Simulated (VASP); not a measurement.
# AlN (P6_3mc) in VASP: notebook

Runs on AlN. Level: LDA. Tasks: relaxation of cell and atoms.

Everything below comes from runs of VASP 6.6.1. Logs are shortened: lines on timing, memory, paths and dates and some standing lists are left out, and cuts for length are marked.

## (1) The crystal as given

The structure is hexagonal, space group P6_3mc (No. 186). The conventional cell has a = 3.113 Å, b = 3.113 Å, c = 4.981 Å, α = 90.00°, β = 90.00°, γ = 120.00°. Al (site symmetry 3m) is surrounded by 4 N at 1.89 Å. N (site symmetry 3m) is surrounded by 4 Al at 1.89 Å.

## (2) Relaxation of cell and atoms, LDA

Input file INCAR:

```
PREC = Accurate ; ENCUT = 520
EDIFF = 1E-7 ; ISMEAR = 0
SIGMA = 0.02 ; LREAL = F
LASPH = T ; NELM = 80
ALGO = Normal ; ISIF = 3
LWAVE = F ; LCHARG = F
IBRION = 2 ; NSW = 80
EDIFFG = -0.002
```

Input file KPOINTS:

```
regular mesh
0
Gamma
  12 12 6
```

Input file POSCAR:

```
AlN
1.0
    3.1130000000      0.0000000000      0.0000000000
   -1.5565000000      2.6959370800      0.0000000000
    0.0000000000      0.0000000000      4.9810000000
Al N
2 2
Direct
    0.3333333300      0.6666666700      0.0000000000
    0.6666666700      0.3333333300      0.5000000000
    0.3333333300      0.6666666700      0.3800000000
    0.6666666700      0.3333333300      0.8800000000
```

Potentials or basis: VASP PAW LDA potentials, release 64 (Al, N).

Command:

```console
> cat potpaw_LDA.64/Al/POTCAR potpaw_LDA.64/N/POTCAR > POTCAR
> mpirun -np 1 vasp_std > vasp.out
```

OUTCAR:

```text
PREC = Accurate
   ENCUT = 520
   EDIFF = 1E-7
   ISMEAR = 0
   LREAL = F
   LASPH = T
   NELM = 80
   ISIF = 3
   IBRION = 2
   NSW = 80
   EDIFFG = -0.002

 ion  position               nearest neighbor table
   1  0.333  0.667  0.000-   3 1.89   4 1.89   4 1.89   4 1.89   2 3.07   2 3.07   2 3.07   2 3.07
                             2 3.07   2 3.07
   2  0.667  0.333  0.500-   4 1.89   3 1.89   3 1.89   3 1.89   1 3.07   1 3.07   1 3.07   1 3.07
                             1 3.07   1 3.07
   3  0.333  0.667  0.380-   1 1.89   2 1.89   2 1.89   2 1.89
   4  0.667  0.333  0.880-   2 1.89   1 1.89   1 1.89   1 1.89

  LATTYP: Found a hexagonal cell.
 ALAT       =     3.1130000000
 C/A-ratio  =     1.6000642467

  Lattice vectors:

 A1 = (   3.1130000000,   0.0000000000,   0.0000000000)
 A2 = (  -1.5565000000,   2.6959370800,   0.0000000000)
 A3 = (   0.0000000000,   0.0000000000,   4.9810000000)

Analysis of symmetry for initial positions (statically):
=====================================================================
 Subroutine PRICEL returns:
 Original cell was already a primitive cell.

 Routine SETGRP: Setting up the symmetry group for a
 hexagonal supercell.

 Subroutine GETGRP returns: Found 12 space group operations
 (whereof  6 operations were pure point group operations)
 out of a pool of 24 trial point group operations.

The static configuration has the point symmetry C_3v.
 The point group associated with its full space group is C_6v.

Analysis of symmetry for dynamics (positions and initial velocities):
=====================================================================
 Subroutine PRICEL returns:
 Original cell was already a primitive cell.

 Routine SETGRP: Setting up the symmetry group for a
 hexagonal supercell.

 Subroutine GETGRP returns: Found 12 space group operations
 (whereof  6 operations were pure point group operations)
 out of a pool of 24 trial point group operations.

The dynamic configuration has the point symmetry C_3v.
 The point group associated with its full space group is C_6v.

 Subroutine INISYM returns: Found 12 space group operations
 (whereof  6 operations are pure point group operations),
 and found     1 'primitive' translations

----------------------------------------------------------------------------------------

                                     Primitive cell

  volume of cell :      41.8028

  direct lattice vectors                    reciprocal lattice vectors
     3.113000000  0.000000000  0.000000000     0.321233537  0.185464269  0.000000000
[... 115 lines left out ...]
   GGA     = CA    functional components
   LHFCALC =     F    Hartree Fock is set to
   AEXX    =    0.0000 exact exchange contribution
   IVDW    =     0    specifies the selected vdW correction
   LEPSILON=     F    determine dielectric tensor
   LRPA    =     F    only Hartree local field effects (RPA)
 conjugate gradient relaxation of ions
 non-spin polarized calculation
 Gauss-broadening in eV      SIGMA  =   0.02
  energy-cutoff  :      520.00
  volume of cell :       41.80
 maximum number of plane-waves:      1152
 NGX is ok and might be reduce to    24
   NGX = 11   NGY = 11   NGZ = 19

--------------------------------------- Ionic step        1  -------------------------------------------

 number of electron      16.0000000 magnetization

 Free energy of the ion-electron system (eV)
  ---------------------------------------------------
  ext. energy  EPLUGINS =         0.00000000
  ---------------------------------------------------
  free energy    TOTEN  =       -32.82975060 eV

  energy without entropy =      -32.82975060  energy(sigma->0) =      -32.82975060

------------------------ aborting loop because EDIFF is reached ----------------------------------------

  FORCE on cell =-STRESS in cart. coord.  units (eV):
  Direction    XX          YY          ZZ          XY          YZ          ZX
  --------------------------------------------------------------------------------------
  -------------------------------------------------------------------------------------
  Total       -1.2153156     -1.2153156     -0.7690111      0.0000000      0.0000000      0.0000000
  in kB      -46.5794385    -46.5794384    -29.4739100      0.0000000      0.0000000      0.0000000
  external PRESSURE =     -40.8775956 kB  Pullay stress =       0.0000000 kB
[... 253 lines left out ...]
--------------------------------------- Ionic step        8  -------------------------------------------

 number of electron      15.9999997 magnetization

 Free energy of the ion-electron system (eV)
  ---------------------------------------------------
  ext. energy  EPLUGINS =         0.00000000
  ---------------------------------------------------
  free energy    TOTEN  =       -32.84181754 eV

  energy without entropy =      -32.84181754  energy(sigma->0) =      -32.84181754

 E-fermi :   6.1889     XC(G=0): -11.3299

 val. band max:        6.0845061707   @ k =   0.0000   0.0000   0.0000
 cond. band min:      10.4812564561   @ k =   0.0000   0.0000   0.0000
 fundamental gap:      4.3967502854
 Fermi energy:         6.1888807792

 k-point     1 :       0.0000    0.0000    0.0000
  band No.  band energies     occupation
      1      -9.0696      2.00000
      2      -6.7857      2.00000
      3      -0.0555      2.00000
      4       5.1966      2.00000
      5       5.1966      2.00000
      6       5.8573      2.00000
      7       5.8573      2.00000
      8       6.0845      2.00000
      9      10.4813      0.00000
     10      12.7886      0.00000
     11      16.7156      0.00000
     12      17.1604      0.00000
[... 331 lines left out ...]
 k-point    24 :       0.3333    0.0000    0.1667
  band No.  band energies     occupation
      1      -7.6758      2.00000
      2      -6.3517      2.00000
      3       1.0620      2.00000
      4       2.0744      2.00000
      5       2.6724      2.00000
      6       4.2645      2.00000
      7       5.2712      2.00000
      8       5.4082      2.00000
      9      11.9034      0.00000
     10      12.6721      0.00000
     11      14.6212      0.00000
     12      16.2392      0.00000

 [... further k-points ...]

------------------------ aborting loop because EDIFF is reached ----------------------------------------

  FORCE on cell =-STRESS in cart. coord.  units (eV):
  Direction    XX          YY          ZZ          XY          YZ          ZX
  --------------------------------------------------------------------------------------
  -------------------------------------------------------------------------------------
  Total       -0.0009362     -0.0009362      0.0031376      0.0000000      0.0000000     -0.0000000
  in kB       -0.0366152     -0.0366152      0.1227114      0.0000000      0.0000000     -0.0000000
  external PRESSURE =       0.0164937 kB  Pullay stress =       0.0000000 kB
[... 19 lines left out ...]
  FREE ENERGIE OF THE ION-ELECTRON SYSTEM (eV)
  ---------------------------------------------------
  free  energy   TOTEN  =       -32.8418175368 eV

  energy  without entropy=      -32.8418175368  energy(sigma->0) =      -32.84181754

 reached required accuracy - stopping structural energy minimisation
```

It took 54 s on 1 thread of Intel Xeon Platinum 8488C (Sapphire Rapids), shared host; peak memory 0.16 GiB.

Results:

```yaml
Free_energy: -32.8418 eV
Relaxed_volume: 10.24 Å³/atom
Relaxed_cell: a = 3.092 Å, b = 3.092 Å, c = 4.948 Å, α = 90.00°, β = 90.00°, γ = 120.00°
Space_group_after_relaxing_to_0.05_Å: P6_3mc (No. 186)
Energy_gained_by_relaxing: 3.0 meV/atom
Ionic_steps: 8
Pressure_after_relaxing: 0.0 GPa
Band_gap_on_the_k_mesh: 4.40 eV, direct
```

The path:
```
step  energy change (eV)  largest force (eV/Å)  pressure (GPa)  volume (Å³)
   1              0.0000                0.1193           -4.09        41.80
   2             -0.0010                0.0856            4.16        40.21
   3             -0.0119                0.0192           -0.02        40.98
   4             -0.0119                0.0172            0.07        40.96
   5             -0.0120                0.0113            0.09        40.95
   6             -0.0121                0.0057            0.10        40.95
   7             -0.0121                0.0071           -0.11        40.99
   8             -0.0121                0.0003            0.00        40.97
```

Final structure:
```cif
data_structure
_symmetry_space_group_name_H-M 'P 1'
_symmetry_Int_Tables_number 1
_cell_length_a 3.0918
_cell_length_b 3.0918
_cell_length_c 4.9484
_cell_angle_alpha 90.000
_cell_angle_beta 90.000
_cell_angle_gamma 120.000
_cell_volume 40.97
loop_
_atom_site_label
_atom_site_type_symbol
_atom_site_fract_x
_atom_site_fract_y
_atom_site_fract_z
_atom_site_occupancy
Al1 Al 0.33333 0.66667 0.99902 1
Al2 Al 0.66667 0.33333 0.49902 1
N1 N 0.33333 0.66667 0.38098 1
N2 N 0.66667 0.33333 0.88098 1
```

Levels at points of the mesh, in eV from the valence-band top:
```
           k point  band 5  band 6  band 7  band 8  band 9  band 10  band 11  band 12
(0.00, 0.00, 0.00)   -0.89   -0.23   -0.23    0.00    4.40     6.70    10.63    11.08
(0.50, 0.00, 0.00)   -3.43   -2.14   -1.84   -0.71    5.72     5.72     8.24    10.27
(0.00, 0.00, 0.50)   -0.57   -0.57   -0.57   -0.57    6.58     6.58    10.30    10.30
(0.50, 0.00, 0.50)   -1.51   -1.51   -1.40   -1.40    5.25     5.25     9.19     9.19
```

## (3) Relaxation of cell and atoms, LDA

This run uses another cell than the first one, of 10.24 Å³/atom, 0.980 times its volume.

INCAR is that of step 2.

KPOINTS is that of step 2.

Input file POSCAR:

```
AlN                                     
1.0
    3.0918179742      0.0000000000      0.0000000000
   -1.5459089871      2.6775929076      0.0000000000
   -0.0000000000     -0.0000000000      4.9484331351
  Al              N             
     2     2
Direct
     0.3333333300000021    0.6666666699999979    0.9990168631311197
     0.6666666699999979    0.3333333300000021    0.4990168631311199
     0.3333333300000021    0.6666666699999979    0.3809831368688827
     0.6666666699999979    0.3333333300000021    0.8809831368688829
```

Potentials or basis: VASP PAW LDA potentials, release 64 (Al, N).

Command:

```console
> cat potpaw_LDA.64/Al/POTCAR potpaw_LDA.64/N/POTCAR > POTCAR
> mpirun -np 1 vasp_std > vasp.out
```

Run time: 15 s. Hardware: 1 thread of Intel Xeon Platinum 8488C (Sapphire Rapids), shared host; peak memory 0.15 GiB.

It converged, with:

| Property | Result |
| --- | --- |
| Free energy | -32.8414 eV |
| Pressure after relaxing | 0.0 GPa |
| Band gap on the k mesh | 4.40 eV, direct |

Final structure:
```
Al N
1.0
     3.09182    0.00000    0.00000
    -1.54591    2.67759    0.00000
     0.00000    0.00000    4.94843
Al N
2 2
Direct
  0.33333 0.66667 0.99902
  0.66667 0.33333 0.49902
  0.33333 0.66667 0.38098
  0.66667 0.33333 0.88098
```

Levels at points of the mesh, in eV from the valence-band top:
```csv
k point,band 4,band 5,band 6,band 7,band 8,band 9,band 10,band 11,band 12
"(0.00, 0.00, 0.00)",-0.89,-0.89,-0.23,-0.23,0.00,4.40,6.70,10.63,11.08
"(0.50, 0.00, 0.00)",-4.25,-3.43,-2.14,-1.84,-0.71,5.72,5.72,8.24,10.27
"(0.00, 0.00, 0.50)",-3.37,-0.57,-0.57,-0.57,-0.57,6.58,6.58,10.30,10.30
"(0.50, 0.00, 0.50)",-5.74,-1.51,-1.51,-1.40,-1.40,5.25,5.25,9.19,9.19
```

Caveat: the relaxation stopped at its first step, so nothing moved. A k mesh can miss the band edges.
